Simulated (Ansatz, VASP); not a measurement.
**HfS2 in VASP and in Ansatz**

File INCAR:

```
SYSTEM = HfS2
PREC     = Accurate       ! precision mode
ENCUT    = 520            ! plane-wave cutoff, eV
EDIFF    = 1E-6           ! SCF threshold, eV
ISMEAR   = 0              ! smearing method
SIGMA    = 0.05           ! smearing width, eV
LREAL    = .FALSE.        ! projectors in reciprocal space
LASPH    = .TRUE.         ! aspherical terms in the spheres
NELM     = 100            ! most SCF steps
ALGO     = Fast           ! electronic algorithm
ISIF     = 2              ! what is computed and relaxed
LWAVE    = .FALSE.        ! write WAVECAR
LCHARG   = .FALSE.        ! write CHGCAR
LDIPOL   = .TRUE.       
IDIPOL   = 3            
DIPOL    = 0.5 0.5 0.392
GGA      = PE             ! functional
IVDW     = 12             ! dispersion correction
NBANDS   = 31             ! bands
```

KPOINTS

```
regular mesh
0
G
  9 9 1
  0 0 0
```

The input POSCAR:

```
HfS2
1.0
    3.6183523043      0.0000000000      0.0000000000
   -1.8091761521      3.1335850153      0.0000000000
    0.0000000000      0.0000000000     23.3215601229
S Hf
4 2
Direct
    0.6666666667      0.3333333333      0.1929545012
    0.3333333333      0.6666666667      0.3177651933
    0.6666666667      1.3333333333      0.4652681898
    0.3333333333      1.6666666667      0.5900788820
    0.0000000000      0.0000000000      0.2553598473
    0.0000000000      1.0000000000      0.5276735359
```

Input for Ansatz:

```yaml
crystal:
  lattice:
    - [3.6183523043, 0.0, 0.0]
    - [-1.8091761521, 3.1335850153, 0.0]
    - [0.0, 0.0, 23.3215601229]
  atoms:
    - { symbol: S, position: [0.6666666667, 0.3333333333, 0.1929545012] }
    - { symbol: Hf, position: [0.0, 0.0, 0.2553598473] }
    - { symbol: S, position: [0.3333333333, 0.6666666667, 0.3177651933] }
    - { symbol: S, position: [0.6666666667, 1.3333333333, 0.4652681898] }
    - { symbol: Hf, position: [0.0, 1.0, 0.5276735359] }
    - { symbol: S, position: [0.3333333333, 1.6666666667, 0.590078882] }
basis:
  ecutwfc: 420
kpoints:
  mp_grid: { grid: [9, 9, 1] }
hamiltonian:
  xc: pbe
  pseudopotentials: { kind: paw, azcp: { folder: soft_1 } }
  dispersion: d3bj
scf:
  occupations: { method: gaussian, width: 0.05 }
output:
  forces: true
  eigenvalues: true
efield:
  axis: 3
  dipole_correction: true
  ramp_width: 0.04
```

Alike in both runs: task single point; functional PBE; dispersion D3(BJ); k mesh 9 × 9 × 1; occupations gaussian, width 0.05 eV; no spin polarisation.

```csv
,VASP,Ansatz
version,VASP 6.6.1,Ansatz 0.2.0
potentials or method,"VASP PAW PBE potentials, release 64 (S, Hf_pv)","scalar-relativistic, plane waves, PAW"
plane-wave cutoff (eV),520,420
valence electrons in the cell,44,76
```

```csv
,VASP,Ansatz,Ansatz less VASP
gap on the k mesh at the Fermi level (eV),1.20,1.18,-0.017
least direct gap on the mesh (eV),2.06,2.04,-0.021
rms of the force components (eV/Å),0.029,0.027,-0.0020
```

The two sets of potentials don't hold the same shells in valence.

Caveats: spin-orbit coupling is left out, which moves the levels of the heavy elements.
